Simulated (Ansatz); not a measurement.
Relaxation of a periodic cell of 19 atoms, HC$_{18}$ (surface graphene monolayer, adsorbate H), to a largest force component of 0.03 eV/Å in at most 60 steps.

The calculation used Ansatz, DFT r2SCAN-D3(BJ), scalar-relativistic, plane waves, PAW. Settings: cutoff 500 eV, k mesh 2x2x1, gaussian smearing 0.05 eV, spin collinear.

```xyz
19
Lattice="7.3980 0.0000 0.0000 -3.6990 6.4069 0.0000 0.0000 0.0000 12.0000" Properties=species:S:1:pos:R:3
C 0.000 0.000 1.000
C 1.233 0.712 1.000
C -1.233 2.136 1.000
C 0.000 2.847 1.000
C -2.466 4.271 1.000
C -1.233 4.983 1.000
C 2.466 0.000 1.000
C 3.699 0.712 1.000
C 1.233 2.136 1.000
C 2.466 2.847 1.000
C 0.000 4.271 1.000
C 1.233 4.983 1.000
C 4.932 0.000 1.000
C 6.165 0.712 1.000
C 3.699 2.136 1.000
C 4.932 2.847 1.000
C 2.466 4.271 1.000
C 3.699 4.983 1.000
H 1.255 1.515 1.890
```

Where does it end, and by what steps?

The forces met the threshold. Limits of this set-up: coarse k mesh, slab without dipole correction. After 11 steps the energy has fallen by 1.372 eV; H19 moved furthest, 0.82 Å. Parted: C2–H19 (1.20 → 2.07 Å).

```json
{"step": "0", "energy less start (eV)": "0.0000", "largest force component (eV/Å)": "4.677", "accepted": "yes"}
{"step": "1", "energy less start (eV)": "-0.3759", "largest force component (eV/Å)": "2.351", "accepted": "yes"}
{"step": "2", "energy less start (eV)": "-0.5231", "largest force component (eV/Å)": "0.471", "accepted": "yes"}
{"step": "3", "energy less start (eV)": "-0.6170", "largest force component (eV/Å)": "1.139", "accepted": "yes"}
{"step": "4", "energy less start (eV)": "-0.8517", "largest force component (eV/Å)": "1.417", "accepted": "yes"}
{"step": "5", "energy less start (eV)": "-1.2419", "largest force component (eV/Å)": "0.912", "accepted": "yes"}
{"step": "6", "energy less start (eV)": "-1.2855", "largest force component (eV/Å)": "1.261", "accepted": "yes"}
{"step": "7", "energy less start (eV)": "-1.3271", "largest force component (eV/Å)": "0.461", "accepted": "yes"}
{"step": "8", "energy less start (eV)": "-1.3650", "largest force component (eV/Å)": "0.368", "accepted": "yes"}
{"step": "9", "energy less start (eV)": "-1.3708", "largest force component (eV/Å)": "0.199", "accepted": "yes"}
{"step": "10", "energy less start (eV)": "-1.3691", "largest force component (eV/Å)": "0.173", "accepted": "no"}
{"step": "11", "energy less start (eV)": "-1.3719", "largest force component (eV/Å)": "0.013", "accepted": "yes"}
```

```xyz
19
Lattice="7.3980 0.0000 0.0000 -3.6990 6.4069 0.0000 0.0000 0.0000 12.0000" Properties=species:S:1:pos:R:3
C 0.008 -0.037 0.941
C 1.234 0.647 1.002
C -1.233 2.111 0.941
C -0.027 2.831 1.002
C -2.465 4.239 0.878
C -1.235 4.948 0.889
C 2.461 -0.037 0.941
C 3.701 0.679 0.970
C 1.234 2.103 1.349
C 2.495 2.831 1.002
C -0.006 4.235 0.941
C 1.234 4.952 0.970
C 4.933 -0.033 0.967
C 6.165 0.679 0.970
C 3.701 2.111 0.941
C 4.933 2.819 0.889
C 2.474 4.235 0.941
C 3.704 4.948 0.889
H 1.234 2.103 2.467
```

Time of the run: 5 min on 4 threads of AMD EPYC 9R14 (Zen 4), with other jobs on the host, peak memory 2.3 GiB.
